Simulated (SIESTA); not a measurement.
## KCl (Sylvite) under changes of volume

One of the cells (31.151 Å³/atom); the others are scaled copies at fixed shape and fractional positions:

```
K Cl
1.0
     0.00000    3.14647    3.14647
     3.14647    0.00000    3.14647
     3.14647    3.14647    0.00000
K Cl
1 1
Cartesian
  0.0000 0.0000 0.0000
  3.1465 3.1465 3.1465
```

* Program: SIESTA 5.4.2
* Functional: LDA
* Potentials or basis: PseudoDojo 0.4 standard (LDA files)
* Basis: DZP (energy shift 0.003 Ry; two zetas on semicore shells; d shell added on K)
* Grid cutoff: 800 Ry
* Energy shift: 0.003 Ry
* k mesh: 7 × 7 × 7
* Occupations: fermi-dirac, width 0.05 eV
* Spin: no spin polarisation

```csv
volume (Å³/atom),energy over the lowest point (meV/atom),pressure (GPa),gap on the mesh (eV)
29.282,0.00,-1.0,5.02
29.905,?,?,?
30.528,10.73,-1.7,4.87
31.151,18.02,-2.0,4.80
31.774,26.37,-2.3,4.73
32.397,35.66,-2.5,4.67
33.020,45.74,-2.7,4.61
```

Q: What does the run at 29.905 Å³/atom give?

A: Energy over the lowest point 4.65 meV/atom; pressure -1.4 GPa; gap on the mesh 4.94 eV.

Worked out: A Birch-Murnaghan fit of order 3 (a polynomial in V^(-2/3)) to the other rows has no minimum within the range. It gives 4.66 meV/atom at 29.905 Å³/atom, against the run's 4.65, and -dE/dV = -1.4 GPa, against -1.4. A straight line through the other rows of the gap, of slope -3.42 eV per unit of ln V (its deformation potential), gives 4.94 eV, against the run's 4.94.

Energies are extrapolated to zero smearing.

Caveats: the basis of atomic orbitals isn't converged, which shifts pressures, moduli and gaps; an odd mesh through Γ misses points on the zone boundary, where band edges often lie (some runs).
